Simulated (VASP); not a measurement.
# Bi in VASP: relaxation of the atoms with PBE

Aim: the relaxation of the atoms of Bi with PBE.

Everything below comes from runs of VASP 6.6.1. Logs are shortened: lines on timing, memory, paths and dates and some standing lists are left out, and cuts for length are marked.

### Step 1. The cell of the first run

The cell holds a slab with vacuum, 3 atoms: a = 4.539 Å, b = 4.539 Å, c = 26.829 Å, α = 90.00°, β = 90.00°, γ = 120.00°.

The slab is cut from a database's or a generator's crystal, which needn't be the stable form of the element.

### Step 2. Relaxation of the atoms, PBE (the (0 0 1) slab of Bi, cut from the database cell, not relaxed)

INCAR reads:

```
PREC = Accurate ; ENCUT = 520
EDIFF = 1E-6 ; ISMEAR = 0
SIGMA = 0.05 ; LREAL = False
LASPH = True ; NELM = 100
ALGO = Normal ; ISIF = 2
LWAVE = False ; LCHARG = False
LDIPOL = True ; IDIPOL = 3
DIPOL = 0.5 0.5 0.500 ; GGA = PE
IBRION = 2 ; NSW = 40
EDIFFG = -0.01
```

KPOINTS reads:

```
Automatic mesh
0
Gamma
  7 7 1
```

POSCAR reads:

```
Bi
1.0
    4.5390002997      0.0000000000      0.0000000000
   -2.2695001498      3.9308895674      0.0000000000
    0.0000000000      0.0000000000     26.8290000000
Bi
3
Selective dynamics
Direct
    0.3333333333      0.6666666666      0.2795482500  F F F
    0.6666666667      0.3333333334      0.5000000000  T T T
    0.3333333333      0.6666666666      0.7204517500  T T T
```

Potentials or basis: VASP PAW PBE potentials, release 64 (Bi_d).

The run is started by

```bash
$ cat potpaw_PBE.64/Bi_d/POTCAR > POTCAR
$ mpirun -np 1 vasp_std > vasp.out
```

OUTCAR:

```text
PREC = Accurate
   ENCUT = 520
   EDIFF = 1E-6
   ISMEAR = 0
   LREAL = False
   LASPH = True
   NELM = 100
   ISIF = 2
   GGA = PE
   IBRION = 2
   NSW = 40
   EDIFFG = -0.01

 ion  position               nearest neighbor table
   1  0.333  0.667  0.280-
   2  0.667  0.333  0.500-
   3  0.333  0.667  0.720-

  LATTYP: Found a hexagonal cell.
 ALAT       =     4.5390002997
 C/A-ratio  =     5.9107729078

  Lattice vectors:

 A1 = (   4.5390002997,   0.0000000000,   0.0000000000)
 A2 = (  -2.2695001498,   3.9308895674,   0.0000000000)
 A3 = (   0.0000000000,   0.0000000000,  26.8290000000)

Analysis of symmetry for initial positions (statically):
=====================================================================
 Subroutine PRICEL returns:
 Original cell was already a primitive cell.

 Routine SETGRP: Setting up the symmetry group for a
 hexagonal supercell.

 Subroutine GETGRP returns: Found 12 space group operations
 (whereof 12 operations were pure point group operations)
 out of a pool of 24 trial point group operations.

The static configuration has the point symmetry D_3h.

Analysis of symmetry for dynamics (positions and initial velocities):
=====================================================================
 Subroutine PRICEL returns:
 Original cell was already a primitive cell.

 Routine SETGRP: Setting up the symmetry group for a
 hexagonal supercell.

 Subroutine GETGRP returns: Found 12 space group operations
 (whereof 12 operations were pure point group operations)
 out of a pool of 24 trial point group operations.

The dynamic configuration has the point symmetry D_3h.

Analysis of constrained symmetry for selective dynamics:
=====================================================================
 Subroutine PRICEL returns:
 Original cell was already a primitive cell.

 Routine SETGRP: Setting up the symmetry group for a
 hexagonal supercell.

 Subroutine GETGRP returns: Found  6 space group operations
 (whereof  6 operations were pure point group operations)
 out of a pool of 24 trial point group operations.

The constrained configuration has the point symmetry C_3v.

 Subroutine INISYM returns: Found  6 space group operations
 (whereof  6 operations are pure point group operations),
 and found     1 'primitive' translations

----------------------------------------------------------------------------------------

                                     Primitive cell

  volume of cell :     478.6913

  direct lattice vectors                    reciprocal lattice vectors
     4.539000300  0.000000000  0.000000000     0.220312830  0.127197672  0.000000000
    -2.269500150  3.930889567  0.000000000     0.000000000  0.254395343  0.000000000
     0.000000000  0.000000000 26.829000000     0.000000000  0.000000000  0.037273100

  length of vectors
     4.539000300  4.539000300 26.829000000     0.254395343  0.254395343  0.037273100

  position of ions in fractional coordinates (direct lattice)
     0.333333333  0.666666667  0.279548250
     0.666666667  0.333333333  0.500000000
     0.333333333  0.666666667  0.720451750

  ion indices of the primitive-cell ions
   primitive index   ion index
                 1           1
                 2           2
                 3           3

----------------------------------------------------------------------------------------

 KPOINTS: Automatic mesh

Automatic generation of k-mesh.
 Grid dimensions read from file:
 generate k-points for:    7    7    1

 Generating k-lattice:

  Cartesian coordinates                     Fractional coordinates (reciprocal lattice)
     0.031473261  0.018171096  0.000000000     0.142857143 -0.000000000  0.000000000
     0.000000000  0.036342192  0.000000000     0.000000000  0.142857143  0.000000000
     0.000000000  0.000000000  0.037273100     0.000000000  0.000000000  1.000000000

  Length of vectors
     0.036342192  0.036342192  0.037273100

  Shift w.r.t. Gamma in fractional coordinates (k-lattice)
     0.000000000  0.000000000  0.000000000

 Subroutine IBZKPT returns following result:
 ===========================================

 Found      8 irreducible k-points:

 Following reciprocal coordinates:
            Coordinates               Weight
  0.000000  0.000000  0.000000      1.000000
  0.142857 -0.000000  0.000000      6.000000
  0.285714 -0.000000  0.000000      6.000000
  0.428571 -0.000000  0.000000      6.000000
  0.142857  0.142857  0.000000      6.000000
  0.285714  0.142857  0.000000     12.000000
  0.428571  0.142857  0.000000      6.000000
  0.285714  0.285714  0.000000      6.000000
   k-points           NKPTS =      8   k-points in BZ     NKDIM =      8   number of bands    NBANDS=     27
   number of dos      NEDOS =    301   number of ions     NIONS =      3
   total plane-waves  NPLWV = 259200
   dimension x,y,z NGX =    36 NGY =   36 NGZ =  200
   dimension x,y,z NGXF=    72 NGYF=   72 NGZF=  400
   ions per type =               3
   NGX,Y,Z   is equivalent  to a cutoff of  13.19, 13.19, 12.39 a.u.
   NGXF,Y,Z  is equivalent  to a cutoff of  26.37, 26.37, 24.79 a.u.
 SYSTEM =  unknown system
   PREC   = accura    normal or accurate (medium, high low for compatibility)
   ISTART =      0    job   : 0-new  1-cont  2-samecut
   ICHARG =      2    charge: 1-file 2-atom 10-const
   ISPIN  =      1    spin polarized calculation?
   LNONCOLLINEAR =      F non collinear calculations
   LSORBIT =      F    spin-orbit coupling
   LASPH  =      T    aspherical Exc in radial PAW
   ENCUT  =  520.0 eV  38.22 Ry    6.18 a.u.   8.44  8.44 49.88*2*pi/ulx,y,z
   NELM   =    100;   NELMIN=  2; NELMDL= -5     # of ELM steps
   EDIFF  = 0.1E-05   stopping-criterion for ELM
   LREAL  =      F    real-space projection
   EDIFFG = -.1E-01   stopping-criterion for IOM
   NSW    =     40    number of steps for IOM
   IBRION =      2    ionic relax: 0-MD 1-quasi-New 2-CG
   NFREE  =      1    steps in history (QN), initial steepest desc. (CG)
   ISIF   =      2    stress and relaxation
   ISYM   =      2    0-nonsym 1-usesym 2-fastsym
   POTIM  = 0.5000    time-step for ionic-motion
   TEBEG  =    0.0;   TEEND  =   0.0 temperature during run
   PSTRESS=    0.0 pullay stress
   NELECT =      45.0000    total number of electrons
   NUPDOWN=      -1.0000    fix difference up-down
   EMIN   =  10.00;   EMAX   =-10.00  energy-range for DOS
   EFERMI =   0.00;   METHOD = LEGACY
   ISMEAR =     0;   SIGMA  =   0.05  broadening in eV -4-tet -1-fermi 0-gaus
   EFERMI_NEDOS =   21; number of points for ismear=-14 and -15
   IALGO  =     38    algorithm
   IMIX   =      4    mixing-type and parameters
     AMIX     =   0.40;   BMIX     =  1.00
     AMIX_MAG =   1.60;   BMIX_MAG =  1.00
  volume/ion in A,a.u.               =     159.56      1076.79
  Fermi-wavevector in a.u.,A,eV,Ry     =   0.744379  1.406671  7.538979  0.554099
  Thomas-Fermi vector in A             =   1.839716
   LORBIT       =      0    0 simple, 1 ext, 2 COOP (PROOUT), +10 PAW based schemes
   GGA     = PE    functional components
   LHFCALC =     F    Hartree Fock is set to
   AEXX    =    0.0000 exact exchange contribution
   IVDW    =     0    specifies the selected vdW correction
   LEPSILON=     F    determine dielectric tensor
   LRPA    =     F    only Hartree local field effects (RPA)
 conjugate gradient relaxation of ions
 non-spin polarized calculation
 Gauss-broadening in eV      SIGMA  =   0.05
  energy-cutoff  :      520.00
  volume of cell :      478.69
 maximum number of plane-waves:     13005
 NGX is ok and might be reduce to    36
   NGX = 17   NGY = 17   NGZ = 99

--------------------------------------- Ionic step        1  -------------------------------------------

 number of electron      44.9999995 magnetization

 Free energy of the ion-electron system (eV)
  ---------------------------------------------------
  ext. energy  EPLUGINS =         0.00000000
  ---------------------------------------------------
  free energy    TOTEN  =        -4.86291820 eV

  energy without entropy =       -4.85130060  energy(sigma->0) =       -4.85710940

------------------------ aborting loop because EDIFF is reached ----------------------------------------

  FORCE on cell =-STRESS in cart. coord.  units (eV):
  Direction    XX          YY          ZZ          XY          YZ          ZX
  --------------------------------------------------------------------------------------
  -------------------------------------------------------------------------------------
  Total       -9.5842970     -9.5842970     -0.4314963     -0.0000000      0.0000000      0.0000000
  in kB      -32.0785924    -32.0785924     -1.4442159     -0.0000000      0.0000000      0.0000000
  external PRESSURE =     -21.8671336 kB  Pullay stress =       0.0000000 kB
[... 92 lines left out ...]
  FREE ENERGIE OF THE ION-ELECTRON SYSTEM (eV)
  ---------------------------------------------------
  free  energy   TOTEN  =        -4.8631260231 eV

  energy  without entropy=       -4.8514970652  energy(sigma->0) =       -4.85731154

 vacuum level on the upper side and lower side of the slab       (xc-potential included)        -0.256        -0.121

 dipolmoment           0.000000      0.000000      0.011138 electrons x Angstroem

[... ionic steps 4 to 17 ...]

--------------------------------------- Ionic step       18  -------------------------------------------

 number of electron      44.9999994 magnetization

------------------------ aborting loop because EDIFF is reached ----------------------------------------

  FORCE on cell =-STRESS in cart. coord.  units (eV):
  Direction    XX          YY          ZZ          XY          YZ          ZX
  --------------------------------------------------------------------------------------
  -------------------------------------------------------------------------------------
  Total       -4.5643657     -4.5643657     -0.1228804     -0.0000000      0.0000000     -0.0000000
  in kB      -15.2769086    -15.2769086     -0.4112799     -0.0000000      0.0000000     -0.0000000
  external PRESSURE =     -10.3216990 kB  Pullay stress =       0.0000000 kB
[... 59 lines left out ...]
  energy  without entropy=       -9.0916636254  energy(sigma->0) =       -9.09568419

--------------------------------------- Ionic step       20  -------------------------------------------

 number of electron      44.9999994 magnetization

 dipolmoment           0.000000      0.000000     -0.023565 electrons x Angstroem

 Free energy of the ion-electron system (eV)
  ---------------------------------------------------
  ext. energy  EPLUGINS =         0.00000000
  ---------------------------------------------------
  free energy    TOTEN  =        -9.09970489 eV

  energy without entropy =       -9.09165905  energy(sigma->0) =       -9.09568197

 E-fermi :  -2.2802     XC(G=0):  -3.1336

 val. band max:       -2.2844220030   @ k =   0.2857   0.1429   0.0000
 cond. band min:      -2.2133484470   @ k =   0.4286  -0.0000   0.0000
 fundamental gap:      0.0710735560
 Fermi energy:        -2.2801700674

 k-point     1 :       0.0000    0.0000    0.0000
  band No.  band energies     occupation
      1     -25.1396      2.00000
      2     -25.1396      2.00000
      3     -25.1155      2.00000
      4     -25.1155      2.00000
      5     -25.1109      2.00000
      6     -24.5362      2.00000
[... 229 lines left out ...]
     26       0.7225      0.00000
     27       0.9432      0.00000

------------------------ aborting loop because EDIFF is reached ----------------------------------------

 vacuum level on the upper side and lower side of the slab       (xc-potential included)        -0.158         0.054

  FORCE on cell =-STRESS in cart. coord.  units (eV):
  Direction    XX          YY          ZZ          XY          YZ          ZX
  --------------------------------------------------------------------------------------
  -------------------------------------------------------------------------------------
  Total       -4.5605118     -4.5605118     -0.1128994     -0.0000000      0.0000000     -0.0000000
  in kB      -15.2640094    -15.2640094     -0.3778738     -0.0000000      0.0000000     -0.0000000
  external PRESSURE =     -10.3019642 kB  Pullay stress =       0.0000000 kB

 VOLUME and BASIS-vectors are now :
 -----------------------------------------------------------------------------
  energy-cutoff  :      520.00
  volume of cell :      478.69
      direct lattice vectors                 reciprocal lattice vectors
     4.539000300  0.000000000  0.000000000     0.220312830  0.127197672  0.000000000
    -2.269500150  3.930889567  0.000000000     0.000000000  0.254395343  0.000000000
     0.000000000  0.000000000 26.829000000     0.000000000  0.000000000  0.037273100
[... 9 lines left out ...]
  FREE ENERGIE OF THE ION-ELECTRON SYSTEM (eV)
  ---------------------------------------------------
  free  energy   TOTEN  =        -9.0997048855 eV

  energy  without entropy=       -9.0916590463  energy(sigma->0) =       -9.09568197

 reached required accuracy - stopping structural energy minimisation

 vacuum level on the upper side and lower side of the slab         2.227         2.445
```

Wall time 20 min (1 thread of Intel Xeon 6975P-C (Granite Rapids), shared host); peak memory 0.61 GiB.

Results:

* Free energy: -9.0997 eV
* Energy gained by relaxing: 1412.3 meV/atom
* Ionic steps: 20
* Band gap on the k mesh: none (metal or under the smearing width)

Step by step:
```tsv
step	energy change (eV)	largest force (eV/Å)	pressure (GPa)
1	0.0000	0.0328	-2.19
2	-0.0001	0.0325	-2.19
3	-0.0002	0.0323	-2.19
4	-0.0005	0.0329	-2.19
5	-0.0012	0.0330	-2.19
6	-0.0025	0.0363	-2.19
7	-0.0055	0.0406	-2.19
8	-0.0127	0.0535	-2.19
9	-0.0353	0.0999	-2.21
10	-0.1517	0.3229	-2.26
11	-0.9603	1.0677	-2.44
12	-3.2403	2.8131	0.78
13	-1.9480	1.9915	-2.39
14	-4.0068	1.5544	-1.62
15	-4.1553	0.9906	-0.60
16	-4.2365	0.0632	-1.05
17	-3.5862	2.4109	0.35
18	-4.2368	0.0146	-1.03
19	-4.2368	0.0109	-1.02
20	-4.2368	0.0098	-1.03
```

Final structure:
```
Bi
1.0
     4.53900    0.00000    0.00000
    -2.26950    3.93089    0.00000
     0.00000    0.00000   26.82900
Bi
3
Direct
  0.33333 0.66667 0.27955
  0.66667 0.33333 0.50020
  0.33333 0.66667 0.56192
```

Levels at points of the mesh, in eV from the Fermi level:
| k point | band 20 | band 21 | band 22 | band 23 | band 24 | band 25 |
| --- | --- | --- | --- | --- | --- | --- |
| (0.00, 0.00, 0.00) | -0.10 | -0.04 | -0.04 | 0.51 | 1.39 | 1.39 |

Caveat: spin-orbit coupling is left out, which moves the levels of the heavy elements.
